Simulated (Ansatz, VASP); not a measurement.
SiC: VASP beside Ansatz

```
Si C
1.0
     3.07577   -0.00769   -0.00769
    -1.54454    2.66754   -0.00281
    -0.01262   -0.01262    5.04754
Si C
2 2
Direct
  0.33381 0.66696 0.00459
  0.66699 0.33363 0.50459
  0.33369 0.66638 0.38042
  0.66551 0.33303 0.88041
```

Change from the starting cell: equal xy, yz and zx engineering shears of -0.5 %.

Alike in both runs: functional PBEsol; k mesh 8 × 8 × 6; no spin polarisation.

Ansatz relaxed the structure, and its values are those at the end. VASP's run is a single point on that final structure, the one shown.

|  | VASP | Ansatz |
| --- | --- | --- |
| version | VASP 6.6.1 | Ansatz 0.2.0 |
| potentials or method | VASP PAW PBE potentials, release 64 (Si, C), cutoff 520 eV | all-electron LAPW, scalar-relativistic |
| occupations | gaussian, width 0.01 eV | fixed |

|  | VASP | Ansatz | Ansatz less VASP |
| --- | --- | --- | --- |
| gap on the k mesh at the Fermi level (eV) | 2.34 | 2.35 | +0.011 |
| pressure (GPa) | 0.4 | 0.0 | -0.40 |

Ansatz ran all-electron here, so the differences hold the error of VASP's frozen core and of both bases.

Caveats: the PAW data sets were made with another functional, which shifts forces and pressure a little (VASP). A k mesh can miss the band edges.
